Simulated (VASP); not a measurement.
# Mo (Im-3m) in VASP: elastic constants with PBE

Aim: the elastic constants of Mo with PBE.

Program: VASP 6.6.1. These are calculated values, not measurements. Logs are shortened: lines on timing, memory, paths and dates and some standing lists are left out, and cuts for length are marked.

## Step 1: The crystal as given

It takes space group Im-3m (No. 229, cubic). Conventional cell: a = 3.168 Å, b = 3.168 Å, c = 3.168 Å, α = 90.00°, β = 90.00°, γ = 90.00°. Mo (site symmetry m-3m) has 8 Mo at 2.74 Å as nearest neighbours.

## Step 2: Elastic constants, PBE

POSCAR

```
Mo
1.0
   -1.5838089700      1.5838089700      1.5838089700
    1.5838089700     -1.5838089700      1.5838089700
    1.5838089700      1.5838089700     -1.5838089700
Mo
1
Direct
    0.0000000000      0.0000000000      0.0000000000
```

INCAR.step1

```
SYSTEM = Mo
ALGO     = Fast           ! electronic algorithm
EDIFF    = 1E-8           ! SCF threshold, eV
EDIFFG   = -0.002         ! ionic threshold
ENCUT    = 600            ! plane-wave cutoff, eV
GGA      = PE             ! functional
IBRION   = 2              ! ionic algorithm
ISIF     = 3              ! what is computed and relaxed
ISMEAR   = 0              ! smearing method
LASPH    = .True.         ! aspherical terms in the spheres
LCHARG   = .False.        ! write CHGCAR
LREAL    = .False.        ! projectors in reciprocal space
LWAVE    = .False.        ! write WAVECAR
NELM     = 60             ! most SCF steps
NSW      = 40             ! ionic steps
PREC     = Accurate       ! precision mode
SIGMA    = 0.1            ! smearing width, eV
```

INCAR.step2

```
SYSTEM = Mo
ALGO     = Fast           ! electronic algorithm
EDIFF    = 1E-8           ! SCF threshold, eV
ENCUT    = 600            ! plane-wave cutoff, eV
GGA      = PE             ! functional
IBRION   = 6              ! ionic algorithm
ISIF     = 3              ! what is computed and relaxed
ISMEAR   = 0              ! smearing method
LASPH    = .True.         ! aspherical terms in the spheres
LCHARG   = .False.        ! write CHGCAR
LREAL    = .False.        ! projectors in reciprocal space
LWAVE    = .False.        ! write WAVECAR
NELM     = 60             ! most SCF steps
NFREE    = 2            
NSW      = 1              ! ionic steps
POTIM    = 0.015          ! step
PREC     = Accurate       ! precision mode
SIGMA    = 0.1            ! smearing width, eV
```

KPOINTS

```
k-points
0
Gamma
  18 18 18
  0 0 0
```

Potentials or basis: VASP PAW PBE potentials, release 64 (Mo_sv).

Started as:

```
$ cat potpaw_PBE.64/Mo_sv/POTCAR > POTCAR
$ cp INCAR.step1 INCAR
$ mpirun -np 1 vasp_std > vasp.out
$ cp CONTCAR POSCAR
$ cp INCAR.step2 INCAR
$ mpirun -np 1 vasp_std > vasp.out
```

OUTCAR:

```text
SYSTEM = Mo
   EDIFF = 1E-8
   ENCUT = 600
   GGA = PE
   IBRION = 6
   ISIF = 3
   ISMEAR = 0
   LASPH = .True.
   LREAL = .False.
   NELM = 60
   NFREE = 2
   NSW = 1
   POTIM = 0.015
   PREC = Accurate

 ion  position               nearest neighbor table
   1  0.000  0.000  0.000-

  LATTYP: Found a body centered cubic cell.
 ALAT       =     3.1620524422

  Lattice vectors:

 A1 = (  -1.5810262211,   1.5810262211,   1.5810262211)
 A2 = (   1.5810262211,  -1.5810262211,   1.5810262211)
 A3 = (   1.5810262211,   1.5810262211,  -1.5810262211)

Analysis of symmetry for initial positions (statically):
=====================================================================
 Subroutine PRICEL returns:
 Original cell was already a primitive cell.

 Routine SETGRP: Setting up the symmetry group for a
 body centered cubic supercell.

 Subroutine GETGRP returns: Found 48 space group operations
 (whereof 48 operations were pure point group operations)
 out of a pool of 48 trial point group operations.

The static configuration has the point symmetry O_h .

Analysis of symmetry for dynamics (positions and initial velocities):
=====================================================================
 Subroutine PRICEL returns:
 Original cell was already a primitive cell.

 Routine SETGRP: Setting up the symmetry group for a
 body centered cubic supercell.

 Subroutine GETGRP returns: Found 48 space group operations
 (whereof 48 operations were pure point group operations)
 out of a pool of 48 trial point group operations.

The dynamic configuration has the point symmetry O_h .

 Subroutine INISYM returns: Found 48 space group operations
 (whereof 48 operations are pure point group operations),
 and found     1 'primitive' translations

----------------------------------------------------------------------------------------

                                     Primitive cell

  volume of cell :      15.8080

  direct lattice vectors                    reciprocal lattice vectors
    -1.581026221  1.581026221  1.581026221     0.000000000  0.316250289  0.316250289
     1.581026221 -1.581026221  1.581026221     0.316250289  0.000000000  0.316250289
     1.581026221  1.581026221 -1.581026221     0.316250289  0.316250289  0.000000000

  length of vectors
     2.738417743  2.738417743  2.738417743     0.447245448  0.447245448  0.447245448

  position of ions in fractional coordinates (direct lattice)
     0.000000000  0.000000000  0.000000000

  ion indices of the primitive-cell ions
   primitive index   ion index
                 1           1

----------------------------------------------------------------------------------------

 KPOINTS: k-points

Automatic generation of k-mesh.
 Grid dimensions read from file:
 generate k-points for:   18   18   18

 Generating k-lattice:

  Cartesian coordinates                     Fractional coordinates (reciprocal lattice)
     0.000000000  0.017569461  0.017569461     0.055555556  0.000000000  0.000000000
     0.017569461  0.000000000  0.017569461     0.000000000  0.055555556  0.000000000
     0.017569461  0.017569461  0.000000000     0.000000000  0.000000000  0.055555556

  Length of vectors
     0.024846969  0.024846969  0.024846969

  Shift w.r.t. Gamma in fractional coordinates (k-lattice)
     0.000000000  0.000000000  0.000000000
[... 100 lines left out ...]
  ---------------------------------------------------
  free energy    TOTEN  =       -10.93511028 eV

  energy without entropy =      -10.93243950  energy(sigma->0) =      -10.93377489

------------------------ aborting loop because EDIFF is reached ----------------------------------------

  FORCE on cell =-STRESS in cart. coord.  units (eV):
  Direction    XX          YY          ZZ          XY          YZ          ZX
  --------------------------------------------------------------------------------------
  -------------------------------------------------------------------------------------
  Total       -0.0000602     -0.0000602     -0.0000602     -0.0000000     -0.0000000      0.0000000
  in kB       -0.0060991     -0.0060991     -0.0060991     -0.0000000     -0.0000000      0.0000000
  external PRESSURE =      -0.0060991 kB  Pullay stress =       0.0000000 kB
[... 86 lines left out ...]
  FREE ENERGIE OF THE ION-ELECTRON SYSTEM (eV)
  ---------------------------------------------------
  free  energy   TOTEN  =       -10.9296789319 eV

  energy  without entropy=      -10.9269939908  energy(sigma->0) =      -10.92833646

[... ionic steps 4 to 12 ...]

--------------------------------------- Ionic step       13  -------------------------------------------

 number of electron      14.0000002 magnetization

------------------------ aborting loop because EDIFF is reached ----------------------------------------
[... 65 lines left out ...]
--------------------------------------- Ionic step       15  -------------------------------------------

 number of electron      14.0000001 magnetization

 Free energy of the ion-electron system (eV)
  ---------------------------------------------------
  ext. energy  EPLUGINS =         0.00000000
  ---------------------------------------------------
  free energy    TOTEN  =       -10.93510903 eV

  energy without entropy =      -10.93243826  energy(sigma->0) =      -10.93377365

 E-fermi :  12.4306     XC(G=0): -13.3271

 val. band max:       12.4094231544   @ k =   0.3889   0.1111  -0.0000
 cond. band min:      12.4348053523   @ k =  -0.3889   0.4444   0.2778
 fundamental gap:      0.0253821979
 Fermi energy:        12.4305940305

 k-point     1 :       0.0000    0.0000    0.0000
  band No.  band energies     occupation
      1     -48.8662      2.00000
      2     -22.1585      2.00000
      3     -22.1585      2.00000
      4     -22.1585      2.00000
      5       5.2154      2.00000
      6      11.0707      2.00000
      7      11.0707      2.00000
      8      11.0707      2.00000
      9      14.0550      0.00000
     10      14.0550      0.00000
     11      27.2286      0.00000
[... 309 lines left out ...]
 k-point    24 :       0.3889    0.1111   -0.0000
  band No.  band energies     occupation
      1     -48.6132      2.00000
      2     -23.4256      2.00000
      3     -22.6274      2.00000
      4     -22.2278      2.00000
      5       7.5638      2.00000
      6       9.2189      2.00000
      7      12.4094      1.23537
      8      13.9548      0.00000
      9      15.0705      0.00000
     10      17.7211      0.00000
     11      23.9766      0.00000

 [... further k-points ...]

------------------------ aborting loop because EDIFF is reached ----------------------------------------

  FORCE on cell =-STRESS in cart. coord.  units (eV):
  Direction    XX          YY          ZZ          XY          YZ          ZX
  --------------------------------------------------------------------------------------
  -------------------------------------------------------------------------------------
  Total       -0.0002153     -0.0002153     -0.0002153      0.0000000      0.0000000      0.0000000
  in kB       -0.0218248     -0.0218248     -0.0218248      0.0000000      0.0000000      0.0000000
  external PRESSURE =      -0.0218248 kB  Pullay stress =       0.0000000 kB
[... 16 lines left out ...]
  FREE ENERGIE OF THE ION-ELECTRON SYSTEM (eV)
  ---------------------------------------------------
  free  energy   TOTEN  =       -10.9351090339 eV

  energy  without entropy=      -10.9324382603  energy(sigma->0) =      -10.93377365

 INTERNAL STRAIN TENSORS FROM STRAINED CELLS
 ============================================

 INTERNAL STRAIN TENSOR FOR ION    1 for displacements in x,y,z  (eV/Angst):
          X           Y           Z          XY          YZ          ZX
  --------------------------------------------------------------------------------
  x    -0.00000     0.00000     0.00000     0.00000    -0.00000     0.00000
  y    -0.00000     0.00000    -0.00000     0.00000     0.00000     0.00000
  z     0.00000     0.00000     0.00000     0.00000    -0.00000     0.00000

 INTERNAL STRAIN TENSORS FROM DISPLACED ATOMS
 ============================================

 INTERNAL STRAIN TENSOR FOR ION    1 for displacements in x,y,z  (eV/Angst):
          X           Y           Z          XY          YZ          ZX
  --------------------------------------------------------------------------------
  x     0.00000     0.00000     0.00000     0.00000     0.00000     0.00000
  y     0.00000     0.00000     0.00000     0.00000     0.00000     0.00000
  z     0.00000     0.00000     0.00000     0.00000     0.00000     0.00000

 Eigenvectors and eigenvalues of the dynamical matrix
 ----------------------------------------------------

   1 f/i=    0.000000 THz     0.000000 2PiTHz    0.000000 cm-1     0.000000 meV
             X         Y         Z           dx          dy          dz
      0.000000  0.000000  0.000000     0.094809   -0.995495    0.000000

   2 f/i=    0.000000 THz     0.000000 2PiTHz    0.000000 cm-1     0.000000 meV
             X         Y         Z           dx          dy          dz
      0.000000  0.000000  0.000000    -0.995495   -0.094809    0.000000

   3 f/i=    0.000000 THz     0.000000 2PiTHz    0.000000 cm-1     0.000000 meV
             X         Y         Z           dx          dy          dz
      0.000000  0.000000  0.000000     0.000000    0.000000    1.000000

--------------------------------------------------------------------------------------------------------

 ELASTIC MODULI CONTR FROM IONIC RELAXATION (kBar)
 Direction    XX          YY          ZZ          XY          YZ          ZX
 --------------------------------------------------------------------------------
 XX           0.0000      0.0000      0.0000      0.0000      0.0000      0.0000
 YY           0.0000      0.0000      0.0000      0.0000      0.0000      0.0000
 ZZ           0.0000      0.0000      0.0000      0.0000      0.0000      0.0000
 XY           0.0000      0.0000      0.0000      0.0000      0.0000      0.0000
 YZ           0.0000      0.0000      0.0000      0.0000      0.0000      0.0000
 ZX           0.0000      0.0000      0.0000      0.0000      0.0000      0.0000
 --------------------------------------------------------------------------------

 TOTAL ELASTIC MODULI (kBar)
 Direction    XX          YY          ZZ          XY          YZ          ZX
 --------------------------------------------------------------------------------
 XX        4715.8640   1549.1494   1549.1494     -0.0000     -0.0000      0.0000
 YY        1549.1494   4715.8640   1549.1494     -0.0000      0.0000     -0.0000
 ZZ        1549.1494   1549.1494   4715.8640      0.0000     -0.0000     -0.0000
 XY          -0.0000     -0.0000      0.0000   1083.2994      0.0000      0.0000
 YZ          -0.0000      0.0000     -0.0000      0.0000   1083.2994      0.0000
 ZX           0.0000     -0.0000     -0.0000      0.0000      0.0000   1083.2994
 --------------------------------------------------------------------------------
```

Wall time 11 min (1 thread of Intel Xeon 6975P-C (Granite Rapids), shared host); peak memory 0.66 GiB.

What came out:

```
Relaxed volume                         : 15.81 Å³/atom
Relaxed cell                           : a = 2.738 Å, b = 2.738 Å, c = 2.738 Å, α = 109.47°, β = 109.47°, γ = 109.47°
Space group after relaxing (to 0.05 Å) : Im-3m (No. 229)
Elastic constants C11, C12, C44        : 472, 155, 108 GPa
Voigt bulk modulus                     : 260 GPa
```

Step by step:
| step | energy change (eV) | largest force (eV/Å) | pressure (GPa) | volume (Å³) |
| --- | --- | --- | --- | --- |
| 1 | 0.0000 | 0.0000 | -1.36 | 15.89 |
| 2 | 0.0023 | 0.0000 | 3.83 | 15.58 |
| 3 | -0.0004 | 0.0000 | 0.00 | 15.81 |

Final structure:
```cif
data_structure
_symmetry_space_group_name_H-M 'P 1'
_symmetry_Int_Tables_number 1
_cell_length_a 2.7384
_cell_length_b 2.7384
_cell_length_c 2.7384
_cell_angle_alpha 109.471
_cell_angle_beta 109.471
_cell_angle_gamma 109.471
_cell_volume 15.81
loop_
_atom_site_label
_atom_site_type_symbol
_atom_site_fract_x
_atom_site_fract_y
_atom_site_fract_z
_atom_site_occupancy
Mo1 Mo 0.00000 0.00000 0.00000 1
```

Elastic tensor in Voigt notation (GPa, in the Cartesian axes of the cell as first typed):
```
472 155 155   0   0   0
155 472 155   0   0   0
155 155 472   0   0   0
  0   0   0 108   0   0
  0   0   0   0 108   0
  0   0   0   0   0 108
```

Clamped-ion elastic tensor (GPa):
```
472 155 155   0   0   0
155 472 155   0   0   0
155 155 472   0   0   0
  0   0   0 108   0   0
  0   0   0   0 108   0
  0   0   0   0   0 108
```
